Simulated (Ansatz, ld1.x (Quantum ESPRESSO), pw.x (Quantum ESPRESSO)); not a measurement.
# molybdenum (Mo): one change to the TM potential, in the atom and in the fcc crystal

```json
{
  "Element": "Mo",
  "Generator": "ld1.x (Quantum ESPRESSO) 7.5",
  "Type": "norm-conserving Troullier–Martins (Kleinman–Bylander form)",
  "Functional": "PBE",
  "Relativity": "scalar-relativistic",
  "Frozen core": "[Kr]",
  "Valence charge": "6",
  "Reference configuration": "4d4 5s2 5p0",
  "Partial waves": "5s (bound): rc 2.90 bohr; 5p (bound, empty): rc 3.70 bohr; 4d (bound): rc 2.35 bohr",
  "Local potential": "all-electron potential smoothed inside 3.65 bohr (lloc = -1)",
  "Core correction": "Bessel-smoothed model core inside 1.85 bohr"
}
```

Change: all radii but the core radius scaled by about 0.87 (s 2.52, p 3.22, d 2.04 bohr); local potential all-electron potential smoothed inside 3.18 bohr (lloc = -1).

Cutoffs, loose and tight: the cutoffs (Ry, on a coarse ladder) from which the occupation-weighted sum of valence levels, in a spherical-Bessel basis at the reference potential, stays within 10 and 1 mRy of its value at 400 Ry. They do not see the model core or the augmentation charge, which bear on the density cutoff. Test errors are all-electron minus pseudo excitation energies from the reference, over the configurations 4d5 5s1 5p0; 4d5 5s0 5p0; 4d4 5s0 5p0; 4d2 5s0 5p0; 4d4 5s1 5p1; 4d3 5s0 5p0; 4d6 5s0 5p0; variants that change the core or the reference have their own tests.

Crystal test: fcc Mo in pw.x 7.5, no spin, 14³ k-points, Fermi–Dirac smearing 0.01 Ry, cutoffs set for each file from its atomic test. The reference is all-electron LAPW (Ansatz 0.2.0) with the same functional, mesh and smearing; V0 and B0 come from Birch–Murnaghan fits to the pressures at five volumes. Errors are pseudo minus all-electron; Δ is the rms difference of the E(V) curves that follow from these fits, minima aligned, over ±6 % about the mean V0. Mesh and smearing are coarse, so the numbers serve the comparison and aren't converged zero-temperature values; the lattice is a test structure that the element need not adopt.

All-electron: a0 = 4.005 Å (V0 = 16.06 Å³/atom), B0 = 235.3 GPa.

Question: Does the change bring the crystal closer to the all-electron result?

Answer: The mean pressure error goes from +16.23 to +6.95 GPa, so the change moves the solid closer to the all-electron pressures.

```csv
quantity,base,changed
outcome (atom),generated,generated
"cutoff, loose (atom)",35 Ry,40 Ry
"cutoff, tight (atom)",40 Ry,45 Ry
bound ghosts (atom),none,none
largest test error (meV) (atom),-315 over the solved tests; 1 of 7 tests not solved or not reliable,-296 over the solved tests; 1 of 7 tests not solved or not reliable
cutoffs in pw.x (Ry),50/200,55/220
a0 (Å),–,4.041
a0 error (%),–,+0.91
B0 error (%),–,+0.2
Δ (meV/atom),–,23.0
mean pressure error (GPa),+16.23,+6.95
```

A dash: not determined, or the minimum lies outside the volumes sampled.

Base: The largest radius (3.70 bohr) exceeds half the bond length (2.67 bohr), so the spheres overlap, which is one possible source of error among others. This is a poor potential for the solid. Atomic configuration tests: 1 of 7 tests not solved or not reliable. Changed file: The largest radius (3.22 bohr) exceeds half the bond length (2.67 bohr), so the spheres overlap, which is one possible source of error among others. This is a poor potential for the solid. Atomic configuration tests: 1 of 7 tests not solved or not reliable. The atomic cutoffs weigh occupied waves only.
